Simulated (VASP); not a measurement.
# PbSe (Clausthalite) (Fm-3m) in VASP: a series of runs

The runs below take PbSe (Clausthalite) through single point, with LDA, RPBE, revPBE+D3(BJ), BLYP+D4.

Everything below comes from runs of VASP 6.6.1. Logs are shortened: lines on timing, memory, paths and dates and some standing lists are left out, and cuts for length are marked.

**Measured values to compare with.**

A printed reference work, monograph reports, for a bulk crystal of PbSe at 4.2 K: band gap 0.15 eV (direct).

The runs below are set against these values where they give the same quantity.

### Step 1. The cell of the first run

The structure is cubic, space group Fm-3m (No. 225). The conventional cell has a = 6.241 Å, b = 6.241 Å, c = 6.241 Å, α = 90.00°, β = 90.00°, γ = 90.00°. Within 4.1 Å of Pb (site symmetry m-3m) lie 6 Se at 3.12 Å. Se (site symmetry m-3m) has 6 Pb at 3.12 Å within 4.1 Å.

### Step 2. Single point, LDA

Contents of INCAR:

```
PREC     = Accurate       # precision mode
ENCUT    = 520            # plane-wave cutoff, eV
EDIFF    = 1E-7           # SCF threshold, eV
ISMEAR   = -1             # smearing method
SIGMA    = 0.05           # smearing width, eV
LREAL    = False          # projectors in reciprocal space
LASPH    = True           # aspherical terms in the spheres
NELM     = 60             # most SCF steps
ALGO     = Normal         # electronic algorithm
ISIF     = 2              # what is computed and relaxed
LWAVE    = False          # write WAVECAR
LCHARG   = False          # write CHGCAR
GGA      = CA             # functional
NBANDS   = 17             # bands
```

Contents of KPOINTS:

```
regular mesh
0
Gamma
  8 8 8
```

Contents of POSCAR:

```
PbSe
1.0
    0.0000000000      3.1206779849      3.1206779849
    3.1206779849      0.0000000000      3.1206779849
    3.1206779849      3.1206779849      0.0000000000
Pb Se
1 1
Direct
    0.0000000000      0.0000000000      0.0000000000
    0.5000000000      0.5000000000      0.5000000000
```

Potentials or basis: VASP PAW LDA potentials, release 64 (Pb_d, Se).

Run with:

```bash
$ cat potpaw_LDA.64/Pb_d/POTCAR potpaw_LDA.64/Se/POTCAR > POTCAR
$ mpirun -np 1 vasp_std > vasp.out
```

OUTCAR:

```text
PREC = Accurate
   ENCUT = 520
   EDIFF = 1E-7
   ISMEAR = -1
   LREAL = False
   LASPH = True
   NELM = 60
   ISIF = 2
   GGA = CA

 ion  position               nearest neighbor table
   1  0.000  0.000  0.000-   2 3.12   2 3.12   2 3.12   2 3.12   2 3.12   2 3.12
   2  0.500  0.500  0.500-   1 3.12   1 3.12   1 3.12   1 3.12   1 3.12   1 3.12

  LATTYP: Found a face centered cubic cell.
 ALAT       =     6.2413559698

  Lattice vectors:

 A1 = (   0.0000000000,   3.1206779849,   3.1206779849)
 A2 = (   3.1206779849,   0.0000000000,   3.1206779849)
 A3 = (   3.1206779849,   3.1206779849,   0.0000000000)

Analysis of symmetry for initial positions (statically):
=====================================================================
 Subroutine PRICEL returns:
 Original cell was already a primitive cell.

 Routine SETGRP: Setting up the symmetry group for a
 face centered cubic supercell.

 Subroutine GETGRP returns: Found 48 space group operations
 (whereof 48 operations were pure point group operations)
 out of a pool of 48 trial point group operations.

The static configuration has the point symmetry O_h .

Analysis of symmetry for dynamics (positions and initial velocities):
=====================================================================
 Subroutine PRICEL returns:
 Original cell was already a primitive cell.

 Routine SETGRP: Setting up the symmetry group for a
 face centered cubic supercell.

 Subroutine GETGRP returns: Found 48 space group operations
 (whereof 48 operations were pure point group operations)
 out of a pool of 48 trial point group operations.

The dynamic configuration has the point symmetry O_h .

 Subroutine INISYM returns: Found 48 space group operations
 (whereof 48 operations are pure point group operations),
 and found     1 'primitive' translations

----------------------------------------------------------------------------------------

                                     Primitive cell

  volume of cell :      60.7823

  direct lattice vectors                    reciprocal lattice vectors
     0.000000000  3.120677985  3.120677985    -0.160221594  0.160221594  0.160221594
     3.120677985  0.000000000  3.120677985     0.160221594 -0.160221594  0.160221594
     3.120677985  3.120677985  0.000000000     0.160221594  0.160221594 -0.160221594

  length of vectors
     4.413305130  4.413305130  4.413305130     0.277511941  0.277511941  0.277511941

  position of ions in fractional coordinates (direct lattice)
     0.000000000  0.000000000  0.000000000
     0.500000000  0.500000000  0.500000000

  ion indices of the primitive-cell ions
   primitive index   ion index
                 1           1
                 2           2

----------------------------------------------------------------------------------------

 KPOINTS: regular mesh

Automatic generation of k-mesh.
 Grid dimensions read from file:
 generate k-points for:    8    8    8

 Generating k-lattice:

  Cartesian coordinates                     Fractional coordinates (reciprocal lattice)
    -0.020027699  0.020027699  0.020027699     0.125000000  0.000000000  0.000000000
     0.020027699 -0.020027699  0.020027699     0.000000000  0.125000000  0.000000000
     0.020027699  0.020027699 -0.020027699     0.000000000  0.000000000  0.125000000

  Length of vectors
     0.034688993  0.034688993  0.034688993

  Shift w.r.t. Gamma in fractional coordinates (k-lattice)
     0.000000000  0.000000000  0.000000000

 Subroutine IBZKPT returns following result:
 ===========================================

 Found     29 irreducible k-points:

 Following reciprocal coordinates:
            Coordinates               Weight
  0.000000  0.000000  0.000000      1.000000
  0.125000  0.000000  0.000000      8.000000
  0.250000  0.000000  0.000000      8.000000
  0.375000  0.000000  0.000000      8.000000
  0.500000  0.000000  0.000000      4.000000
  0.125000  0.125000  0.000000      6.000000
[... 16 lines left out ...]
  0.500000  0.250000  0.125000     48.000000
 -0.375000  0.250000  0.125000     24.000000
 [... further k-points ...]
   k-points           NKPTS =     29   k-points in BZ     NKDIM =     29   number of bands    NBANDS=     17
   number of dos      NEDOS =    301   number of ions     NIONS =      2
   total plane-waves  NPLWV =  46656
   dimension x,y,z NGX =    36 NGY =   36 NGZ =   36
   dimension x,y,z NGXF=    72 NGYF=   72 NGZF=   72
   ions per type =               1   1
   NGX,Y,Z   is equivalent  to a cutoff of  13.56, 13.56, 13.56 a.u.
   NGXF,Y,Z  is equivalent  to a cutoff of  27.12, 27.12, 27.12 a.u.
 SYSTEM =  unknown system
   PREC   = accura    normal or accurate (medium, high low for compatibility)
   ISTART =      0    job   : 0-new  1-cont  2-samecut
   ICHARG =      2    charge: 1-file 2-atom 10-const
   ISPIN  =      1    spin polarized calculation?
   LNONCOLLINEAR =      F non collinear calculations
   LSORBIT =      F    spin-orbit coupling
   LASPH  =      T    aspherical Exc in radial PAW
   ENCUT  =  520.0 eV  38.22 Ry    6.18 a.u.   8.21  8.21  8.21*2*pi/ulx,y,z
   NELM   =     60;   NELMIN=  2; NELMDL= -5     # of ELM steps
   EDIFF  = 0.1E-06   stopping-criterion for ELM
   LREAL  =      F    real-space projection
   EDIFFG = 0.1E-05   stopping-criterion for IOM
   NSW    =      0    number of steps for IOM
   IBRION =     -1    ionic relax: 0-MD 1-quasi-New 2-CG
   NFREE  =      0    steps in history (QN), initial steepest desc. (CG)
   ISIF   =      2    stress and relaxation
   ISYM   =      2    0-nonsym 1-usesym 2-fastsym
   POTIM  = 0.5000    time-step for ionic-motion
   TEBEG  =    0.0;   TEEND  =   0.0 temperature during run
   PSTRESS=    0.0 pullay stress
   NELECT =      20.0000    total number of electrons
   NUPDOWN=      -1.0000    fix difference up-down
   EMIN   =  10.00;   EMAX   =-10.00  energy-range for DOS
   EFERMI =   0.00;   METHOD = LEGACY
   ISMEAR =    -1;   SIGMA  =   0.05  broadening in eV -4-tet -1-fermi 0-gaus
   EFERMI_NEDOS =   21; number of points for ismear=-14 and -15
   IALGO  =     38    algorithm
   IMIX   =      4    mixing-type and parameters
     AMIX     =   0.40;   BMIX     =  1.00
     AMIX_MAG =   1.60;   BMIX_MAG =  1.00
  volume/ion in A,a.u.               =      30.39       205.09
  Fermi-wavevector in a.u.,A,eV,Ry     =   1.130210  2.135788 17.379742  1.277375
  Thomas-Fermi vector in A             =   2.266906
   LORBIT       =      0    0 simple, 1 ext, 2 COOP (PROOUT), +10 PAW based schemes
   GGA     = CA    functional components
   LHFCALC =     F    Hartree Fock is set to
   AEXX    =    0.0000 exact exchange contribution
   IVDW    =     0    specifies the selected vdW correction
   LEPSILON=     F    determine dielectric tensor
   LRPA    =     F    only Hartree local field effects (RPA)
 non-spin polarized calculation
  energy-cutoff  :      520.00
  volume of cell :       60.78
 maximum number of plane-waves:      1660
 NGX is ok and might be reduce to    36

 number of electron      19.9999999 magnetization

 Free energy of the ion-electron system (eV)
  ---------------------------------------------------
  ext. energy  EPLUGINS =         0.00000000
  ---------------------------------------------------
  free energy    TOTEN  =        -9.37479203 eV

  energy without entropy =       -9.37456156  energy(sigma->0) =       -9.37467680

 E-fermi :   4.3275     XC(G=0):  -9.5868

 val. band max:        4.1591803247   @ k =   0.5000   0.0000   0.0000
 cond. band min:       4.4955878315   @ k =   0.5000   0.0000   0.0000
 fundamental gap:      0.3364075068
 Fermi energy:         4.3275106319

 k-point     1 :       0.0000    0.0000    0.0000
  band No.  band energies     occupation
      1     -12.4887      2.00000
      2     -12.4887      2.00000
      3     -12.4887      2.00000
      4     -12.4878      2.00000
      5     -12.4878      2.00000
      6      -8.9428      2.00000
[... 9 lines left out ...]
     16      10.7888      0.00000
     17      12.1456      0.00000

 k-point     2 :       0.1250    0.0000    0.0000
  band No.  band energies     occupation
      1     -12.4907      2.00000
      2     -12.4907      2.00000
      3     -12.4881      2.00000
      4     -12.4846      2.00000
      5     -12.4846      2.00000
      6      -8.8361      2.00000
[... 9 lines left out ...]
     16      11.1110      0.00000
     17      13.1859      0.00000

 k-point     3 :       0.2500    0.0000    0.0000
  band No.  band energies     occupation
      1     -12.4973      2.00000
      2     -12.4973      2.00000
      3     -12.4870      2.00000
      4     -12.4752      2.00000
      5     -12.4752      2.00000
      6      -8.5455      2.00000
[... 9 lines left out ...]
     16      11.9468      0.00000
     17      14.9879      0.00000

 k-point     4 :       0.3750    0.0000    0.0000
  band No.  band energies     occupation
      1     -12.5039      2.00000
      2     -12.5039      2.00000
      3     -12.4859      2.00000
      4     -12.4657      2.00000
      5     -12.4657      2.00000
      6      -8.1852      2.00000
[... 9 lines left out ...]
     16      13.2091      0.00000
     17      15.2952      0.00000

 k-point     5 :       0.5000    0.0000    0.0000
  band No.  band energies     occupation
      1     -12.5066      2.00000
      2     -12.5066      2.00000
      3     -12.4855      2.00000
      4     -12.4617      2.00000
      5     -12.4617      2.00000
      6      -8.0026      2.00000
[... 9 lines left out ...]
     16      14.3718      0.00000
     17      14.3718      0.00000

 k-point     6 :       0.1250    0.1250    0.0000
  band No.  band energies     occupation
      1     -12.4954      2.00000
      2     -12.4908      2.00000
      3     -12.4855      2.00000
      4     -12.4836      2.00000
      5     -12.4836      2.00000
      6      -8.7996      2.00000
[... 9 lines left out ...]
     16      11.6980      0.00000
     17      12.6743      0.00000

 k-point     7 :       0.2500    0.1250    0.0000
  band No.  band energies     occupation
      1     -12.5050      2.00000
      2     -12.4907      2.00000
      3     -12.4888      2.00000
      4     -12.4777      2.00000
      5     -12.4739      2.00000
      6      -8.5676      2.00000
[... 9 lines left out ...]
     16      12.5792      0.00000
     17      13.9196      0.00000

 k-point     8 :       0.3750    0.1250    0.0000
  band No.  band energies     occupation
      1     -12.5134      2.00000
      2     -12.4953      2.00000
      3     -12.4872      2.00000
      4     -12.4714      2.00000
      5     -12.4644      2.00000
      6      -8.2233      2.00000
[... 9 lines left out ...]
     16      13.7675      0.00000
     17      15.1964      0.00000
[... 203 lines left out ...]
      1     -12.5707      2.00000
      2     -12.4991      2.00000
      3     -12.4764      2.00000
      4     -12.4564      2.00000
      5     -12.4546      2.00000
      6      -7.7575      2.00000
[... 9 lines left out ...]
     16      15.5562      0.00000
     17      15.8794      0.00000

 k-point    20 :      -0.3750    0.3750    0.0000
  band No.  band energies     occupation
      1     -12.5578      2.00000
      2     -12.4901      2.00000
      3     -12.4838      2.00000
      4     -12.4622      2.00000
      5     -12.4572      2.00000
      6      -7.7127      2.00000
[... 9 lines left out ...]
     16      14.3062      0.00000
     17      16.2154      0.00000

 k-point    21 :       0.5000    0.5000    0.0000
  band No.  band energies     occupation
      1     -12.5827      2.00000
      2     -12.5032      2.00000
      3     -12.4723      2.00000
      4     -12.4523      2.00000
      5     -12.4523      2.00000
      6      -7.7096      2.00000
[... 9 lines left out ...]
     16      15.3971      0.00000
     17      16.8074      0.00000

 k-point    22 :       0.3750    0.2500    0.1250
  band No.  band energies     occupation
      1     -12.5172      2.00000
      2     -12.4905      2.00000
      3     -12.4896      2.00000
      4     -12.4714      2.00000
      5     -12.4680      2.00000
      6      -8.3049      2.00000
[... 9 lines left out ...]
     16      13.5265      0.00000
     17      14.1443      0.00000

 k-point    23 :       0.5000    0.2500    0.1250
  band No.  band energies     occupation
      1     -12.5265      2.00000
      2     -12.4942      2.00000
      3     -12.4850      2.00000
      4     -12.4688      2.00000
      5     -12.4628      2.00000
      6      -7.9947      2.00000
[... 9 lines left out ...]
     16      14.0140      0.00000
     17      15.0526      0.00000

 k-point    24 :      -0.3750    0.2500    0.1250
  band No.  band energies     occupation
      1     -12.5298      2.00000
      2     -12.4965      2.00000
      3     -12.4796      2.00000
      4     -12.4716      2.00000
      5     -12.4598      2.00000
      6      -7.8459      2.00000
[... 9 lines left out ...]
     16      14.9440      0.00000
     17      14.9858      0.00000

 [... further k-points ...]

------------------------ aborting loop because EDIFF is reached ----------------------------------------

  FORCE on cell =-STRESS in cart. coord.  units (eV):
  Direction    XX          YY          ZZ          XY          YZ          ZX
  --------------------------------------------------------------------------------------
  -------------------------------------------------------------------------------------
  Total       -1.7153666     -1.7153666     -1.7153666      0.0000000      0.0000000      0.0000000
  in kB      -45.2158451    -45.2158451    -45.2158451      0.0000000      0.0000000      0.0000000
  external PRESSURE =     -45.2158451 kB  Pullay stress =       0.0000000 kB

 VOLUME and BASIS-vectors are now :
 -----------------------------------------------------------------------------
  energy-cutoff  :      520.00
  volume of cell :       60.78
      direct lattice vectors                 reciprocal lattice vectors
     0.000000000  3.120677985  3.120677985    -0.160221594  0.160221594  0.160221594
     3.120677985  0.000000000  3.120677985     0.160221594 -0.160221594  0.160221594
     3.120677985  3.120677985  0.000000000     0.160221594  0.160221594 -0.160221594

 POSITION                                       TOTAL-FORCE (eV/Angst)
 -----------------------------------------------------------------------------------
      0.00000      0.00000      0.00000         0.000000     -0.000000     -0.000000
      3.12068      3.12068      3.12068        -0.000000      0.000000      0.000000
 -----------------------------------------------------------------------------------
    total drift:                                0.000000      0.000000      0.000000

  FREE ENERGIE OF THE ION-ELECTRON SYSTEM (eV)
  ---------------------------------------------------
  free  energy   TOTEN  =        -9.3747920277 eV

  energy  without entropy=       -9.3745615635  energy(sigma->0) =       -9.37467680
```

Wall time 30 s (1 thread of Intel Xeon 6975P-C, shared host); peak memory 0.18 GiB.

Results:

- Free energy: -9.3748 eV
- Pressure: -4.5 GPa
- Band gap on the k mesh: 0.34 eV, direct

Caveat: spin-orbit coupling is left out, which moves the levels of the heavy elements. A k mesh can miss the band edges.

### Step 3. Single point, RPBE

Contents of INCAR:

```
SYSTEM = PbSe
  PREC = Accurate
  ENCUT = 520
  EDIFF = 1E-7
  ISMEAR = -1
  SIGMA = 0.05
  LREAL = .False.
  LASPH = .True.
  NELM = 100
  ALGO = Normal
  ISIF = 2
  LWAVE = .False.
  LCHARG = .False.
  GGA = RP
  NBANDS = 17
```

Contents of KPOINTS:

```
regular mesh
0
Gamma
  8 8 8
  0 0 0
```

POSCAR is that of step 2.

Potentials or basis: VASP PAW PBE potentials, release 64 (Pb_d, Se).

Run with:

```bash
$ cat potpaw_PBE.64/Pb_d/POTCAR potpaw_PBE.64/Se/POTCAR > POTCAR
$ mpirun -np 1 vasp_std > vasp.out
```

Wall time 30 s (1 thread of Intel Xeon Platinum 8259CL at 2.50GHz (Skylake/Cascade Lake), shared host); peak memory 0.21 GiB.

The run converged. Its results:

- Free energy: -7.5201 eV
- Pressure: 1.1 GPa
- Band gap on the k mesh: 0.56 eV, direct

Levels at points of the mesh, in eV from the valence-band top:
```csv
k point,band 8,band 9,band 10,band 11,band 12,band 13
"(0.00, 0.00, 0.00)",-1.59,-1.59,-1.59,4.67,4.67,4.67
"(0.50, 0.00, 0.00)",-1.23,-1.23,0.00,0.56,1.90,1.90
"(0.50, 0.50, 0.00)",-4.44,-2.83,-2.83,4.07,5.47,5.47
```

Caveat: the PAW data sets were made with another functional, which shifts forces and pressure a little; spin-orbit coupling is left out, which moves the levels of the heavy elements.

(Part 1 of 2 ends here.)
